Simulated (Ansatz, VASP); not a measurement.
# Two plane-wave programs on ZnS

```
CELL_PARAMETERS angstrom
2.59550 2.59550 0.00000
-2.59550 2.59550 0.00000
0.00000 2.59550 2.71183
ATOMIC_POSITIONS crystal
Zn 0.75000 0.25000 0.50000
S 0.00000 0.00000 0.00000
```

Change from the starting cell: in-plane strain -0.02, out-of-plane length and atoms relaxed by PAW.

Alike in both runs: functional LDA; k mesh 8 × 8 × 8; no spin polarisation.

Ansatz relaxed the structure, and its values are those at the end. VASP's run is a single point on that final structure, the one shown.

```csv
,VASP,Ansatz
version,VASP 6.6.1,Ansatz 0.2.0
potentials or method,"VASP PAW LDA potentials, release 64 (Zn, S)","PAW with Ansatz's default frozen-core files, scalar-relativistic"
plane-wave cutoff (eV),520,420
occupations,"gaussian, width 0.01 eV",fixed
valence electrons in the cell,18,18
```

Ansatz gave:

- gap on the k mesh at the Fermi level (eV): 2.14
- pressure (GPa): 1.4

Question: What did VASP give for the same quantities?

Answer: gap on the k mesh at the Fermi level (eV): 2.17; pressure (GPa): 1.7.
